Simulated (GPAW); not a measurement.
The system is As.

```
CELL_PARAMETERS angstrom
1.88080 1.08588 3.51406
-1.88080 1.08588 3.51406
0.00000 -2.17176 3.51406
ATOMIC_POSITIONS crystal
As 0.22600 0.22600 0.22600
As 0.77400 0.77400 0.77400
```

Base run:

- Program: GPAW 26.7.0
- Functional: PBE
- Potentials or basis: GPAW PAW data sets (gpaw-data 1.2.1)
- Cutoff: 450 eV
- Basis: pw
- k mesh: 7 × 7 × 7
- Occupations: fermi-dirac, width 0.05 eV
- Spin: no spin polarisation

Its results: band gap on the k mesh none (metal or under the smearing width); pressure 3.8 GPa; largest force 0.444 eV/Å.

Task: The run is repeated on the same cell with these changes: functional from PBE to LDA; potentials or basis from GPAW PAW data sets (gpaw-data 1.2.1) to the program's PAW data sets (release 1.2.1) made for this functional. What comes out?

Result: Band gap on the k mesh none (metal or under the smearing width); pressure -1.2 GPa; largest force 0.278 eV/Å.

Caveats: the cutoff is short for stress and forces, so pressures can be off by a GPa or more.
